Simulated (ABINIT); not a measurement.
SrO:

```xyz
2
Lattice="0.0000 2.5663 2.5663 2.5663 0.0000 2.5663 2.5663 2.5663 0.0000" Properties=species:S:1:pos:R:3 pbc="T T T"
Sr    2.5663    2.5663    2.5663
O     0.0000    0.0000    0.0000
```

Base run:

| Quantity | Value |
| --- | --- |
| Program | ABINIT 10.8.3 (patched build) |
| Functional | revPBE |
| Potentials or basis | JTH PAW PBE v2.0 |
| Cutoff | 626 eV |
| k mesh | 9 × 9 × 9 |
| Occupations | fermi-dirac, width 0.05 eV |
| Spin | spin-orbit coupling, no magnetisation |

Its results: band gap on the k mesh 3.44 eV, indirect (least direct gap 3.50 eV); pressure 5.3 GPa.

Problem. The run is repeated on the same cell with these changes: functional from revPBE to HCTH407. What comes out?

Solution. Band gap on the k mesh 3.81 eV, indirect (least direct gap 3.88 eV); pressure 5.5 GPa.

Caveats: the PAW data sets were made with another functional, which shifts forces and pressure a little.

A k mesh can miss the band edges.
